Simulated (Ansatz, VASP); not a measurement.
MgB2 in VASP and in Ansatz

```
Mg B
1.0
     3.03783    0.00000    0.00000
    -1.51891    2.63083    0.00000
     0.00000    0.00000    3.45021
Mg B
1 2
Direct
  0.00000 0.00000 0.00000
  0.33333 0.66667 0.50000
  0.66667 0.33333 0.50000
```

Alike in both runs: functional LDA; k mesh 12 × 12 × 9; occupations fermi-dirac, width 0.1 eV; no spin polarisation.

Ansatz relaxed the structure, and its values are those at the end. VASP's run is a single point on that final structure, the one shown.

|  | VASP | Ansatz |
| --- | --- | --- |
| version | VASP 6.6.1 | Ansatz 0.2.0 |
| potentials or method | VASP PAW LDA potentials, release 64 (Mg, B) | PAW plane waves |
| plane-wave cutoff (eV) | 520 | 420 |
| valence electrons in the cell | 8 | 16 |

Ansatz gave:

- gap on the k mesh at the Fermi level (eV): none
- pressure (GPa): 0.0

Question: Which values does VASP return?

Answer: gap on the k mesh at the Fermi level (eV): none; pressure (GPa): -0.7.

A gap of «none» marks a metal or a gap that the smearing closes. The two sets of potentials don't hold the same shells in valence. Ansatz warned: «pseudo_functional_mismatch».
